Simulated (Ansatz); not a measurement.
# NaI: the cost of one run

Computed with Ansatz 0.2.0 (DFT PBE, scalar-relativistic, plane waves, PAW, unless a step's input says otherwise).

**1. Starting point**

The structure is trigonal, space group P-3m1 (No. 164). The conventional cell has a = 5.209 Å, b = 5.209 Å, c = 36.373 Å, α = 90.00°, β = 90.00°, γ = 120.00°. Around Na (site symmetry 3m) lie 3 I at 3.01 Å. I (site symmetry 3m) has 3 Na at 3.01 Å as nearest neighbours.

Coordinates:

```cif
data_structure
_symmetry_space_group_name_H-M 'P 1'
_symmetry_Int_Tables_number 1
_cell_length_a 5.2091
_cell_length_b 5.2091
_cell_length_c 36.3726
_cell_angle_alpha 90.000
_cell_angle_beta 90.000
_cell_angle_gamma 120.000
_cell_volume 854.72
loop_
_atom_site_label
_atom_site_type_symbol
_atom_site_fract_x
_atom_site_fract_y
_atom_site_fract_z
_atom_site_occupancy
Na1 Na 0.33333 0.66667 0.21020 1
Na2 Na 0.66667 0.33333 0.36716 1
I1 I 0.00000 0.00000 0.21034 1
I2 I 0.00000 0.00000 0.36702 1
```

The cell was relaxed beforehand at this level, from a generated guess; it is a trial structure. At a tolerance of 0.02 Å it has layer group p-3m1 (No. 72); it has 5.87 Å²/atom, an uncorrected energy of -1.13 eV/atom over the elements.

Only a and b are periodic; c spans vacuum, so the box's volume, pressure and space group aren't properties of the sheet.

**2. Bands, states and charges**

File input.yaml:

```yaml
crystal:
  lattice:
    - [5.2090530464, -4.277e-07, 0.0]
    - [-2.6045261528, 4.5111724817, 0.0]
    - [0.0, 0.0, 36.37257148]
  atoms:
    - { symbol: Na, position: [0.3333333333, 0.6666666667, 0.2102012781] }
    - { symbol: Na, position: [0.6666666667, 0.3333333333, 0.3671568559] }
    - { symbol: I, position: [0.0, 0.0, 0.2103374001] }
    - { symbol: I, position: [0.0, 0.0, 0.367020734] }
  periodic: [true, true, false]
basis:
  ecutwfc: 420
kpoints:
  mp_grid: { grid: [6, 6, 1] }
  band_path:
    path:
      - [0.0, 0.0, 0.0]
      - [0.5, 0.0, 0.0]
      - [0.33333333, 0.33333333, 0.0]
      - [0.0, 0.0, 0.0]
    npoints: 14
hamiltonian:
  xc: pbe
scf:
  occupations: { method: gaussian, width: 0.02 }
  n_extra_bands: 10
output:
  forces: true
  stress: true
  eigenvalues: true
  populations: true
  dos: { projected: true, de: 0.02, nscf_kmesh: { grid: [9, 9, 1] } }
  bader: true
  write_density: true
  write_potential: true
  elf: true
  volumetric_format: npy
```

On the command line:

```console
$ ansatz run input.yaml --threads 1 --pin off --max-ram 2048MiB --backend cpu --events-out ev --progress --plain --runs-dir out
```

**Question.** How long does this run take on 1 thread of AMD EPYC 9R45 (Zen 5), shared host, and how much memory does it need?

About 43 s, with a peak of 1.2 GiB.
